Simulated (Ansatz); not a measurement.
Space group Fm-3m (No. 225). a = 4.595 Å, b = 4.595 Å, c = 4.595 Å, α = 90.00°, β = 90.00°, γ = 90.00°
```tsv
atom	site	symmetry	x	y	z
Zr	4a	m-3m	0.0000	0.0000	0.0000
N	4b	m-3m	0.5000	0.0000	0.0000
```

Equation of state of this ZrN structure (not necessarily the ground state), with shape and atoms relaxed at each volume where symmetry leaves them free. It has no gap at any of these volumes. All numbers below come from DFT PBE, scalar-relativistic, plane waves, PAW (Ansatz 0.2.0).

Plane waves to 420 eV, a k mesh through Γ of 20×20×20 on the computed 2-atom cell and Gaussian smearing (0.10 eV); no spin polarisation.

```tsv
V (Å³/atom)	E − E(largest V) (meV/atom)	P (GPa)
10.670	90.47	41.94
11.033	10.56	28.81
11.397	-41.79	17.63
11.761	-70.72	8.12
12.125	-79.68	0.00
12.488	-71.58	-6.91
12.852	-49.00	-12.80
13.337	0.00	-19.32
```

Q: Fit a third-order Birch–Murnaghan equation, E = E0 + (9V0B0/16)·[(x − 1)³B0' + (x − 1)²(6 − 4x)] with x = (V0/V)^(2/3), to E(V).

A: V0 = 12.12 Å³/atom, B0 = 249 GPa, B0' = 4.3.

It was relaxed from a cell as deposited in COD.
